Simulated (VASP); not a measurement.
## Au under changes of volume

One of the cells (18.127 Å³/atom); the others are scaled copies at fixed shape and fractional positions:

```
Au
1.0
     2.91921    0.00000    0.00000
    -1.45960    2.52811    0.00000
     0.00000    0.00000    4.91232
Au
2
Cartesian
  1.4596 0.8427 1.2281
  0.0000 1.6854 3.6842
```

This isn't the form of Au at room conditions, which is fcc.

| Property | Result |
| --- | --- |
| Program | VASP 6.6.1 |
| Functional | PBEsol |
| Potentials or basis | VASP PAW PBE potentials, release 64 (Au) |
| Cutoff | 520 eV |
| k mesh | 11 × 11 × 6 |
| Occupations | fermi-dirac, width 0.05 eV |
| Spin | no spin polarisation |

```csv
volume (Å³/atom),energy over the lowest point (meV/atom),pressure (GPa)
16.705,?,?
17.060,0.00,-0.5
17.416,4.65,-3.8
18.127,33.45,-9.2
18.482,55.97,-11.3
18.837,82.94,-13.2
```

**Question.** What does the run at 16.705 Å³/atom give?

**Answer.** Energy over the lowest point 3.13 meV/atom; pressure 3.2 GPa.

Worked out: A Birch-Murnaghan fit of order 3 (a polynomial in V^(-2/3)) to the other rows has its minimum at 17.02 Å³/atom, just outside them, with B0 = V·E''(V) = 171 GPa and B' = 5.5 at fixed shape and positions, which overstates the stiffness. It gives 3.15 meV/atom at 16.705 Å³/atom, against the run's 3.13, and -dE/dV = 3.3 GPa, against 3.2.

Energies are extrapolated to zero smearing.

Caveats: the PAW data sets were made with another functional, which shifts forces and pressure a little.
